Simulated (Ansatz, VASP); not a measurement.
# Two plane-wave programs on P

The input INCAR:

```
SYSTEM = P
ALGO     = Normal         ! electronic algorithm
EDIFF    = 1E-6           ! SCF threshold, eV
ENCUT    = 520            ! plane-wave cutoff, eV
GGA      = PS             ! functional
ISIF     = 2              ! what is computed and relaxed
ISMEAR   = 0              ! smearing method
LASPH    = .True.         ! aspherical terms in the spheres
LCHARG   = .False.        ! write CHGCAR
LREAL    = .False.        ! projectors in reciprocal space
LWAVE    = .False.        ! write WAVECAR
NBANDS   = 8              ! bands
NELM     = 100            ! most SCF steps
PREC     = Accurate       ! precision mode
SIGMA    = 0.15           ! smearing width, eV
```

KPOINTS

```
k-points
0
Gamma
  12 12 12
  0 0 0
```

The input POSCAR:

```
P
1.0
    4.2729048574      0.0000000000      0.0000000000
    0.0000000000      4.2729048574      0.0000000000
    0.0000000000      0.0000000000      4.5969000000
P
1
Direct
    0.0000000000      0.0000000000      0.0000000000
```

Input for Ansatz:

```yaml
crystal:
  lattice:
    - [4.2729048574, 0.0, 0.0]
    - [0.0, 4.2729048574, 0.0]
    - [0.0, 0.0, 4.5969]
  atoms:
    - { symbol: P, position: [0.0, 0.0, 0.0] }
basis:
  ecutwfc: 420
kpoints:
  mp_grid: { grid: [12, 12, 12] }
hamiltonian:
  xc: pbesol
scf:
  occupations: { method: gaussian, width: 0.15 }
output:
  forces: true
  stress: true
  eigenvalues: true
```

Change from the starting cell: strain +0.000 along x and y, +0.050 along z, atoms carried along.

Alike in both runs: task single point; functional PBEsol; k mesh 12 × 12 × 12; occupations gaussian, width 0.15 eV; no spin polarisation.

|  | VASP | Ansatz |
| --- | --- | --- |
| version | VASP 6.6.1 | Ansatz 0.2.0 |
| potentials or method | VASP PAW PBE potentials, release 64 (P) | scalar-relativistic, plane waves, PAW |
| plane-wave cutoff (eV) | 520 | 420 |
| valence electrons in the cell | 5 | 5 |

Ansatz gave:

| Quantity | Value |
| --- | --- |
| gap on the k mesh at the Fermi level (eV) | none |
| pressure (GPa) | -3.4 |
| largest component of the traceless stress (GPa) | 0.79 |

Question: Estimate VASP's values.

Answer: gap on the k mesh at the Fermi level (eV): none; pressure (GPa): -3.5; largest component of the traceless stress (GPa): 0.79.

A gap of «none» marks a metal or a gap that the smearing closes.

Caveats: the PAW data sets were made with another functional, which shifts forces and pressure a little (VASP).
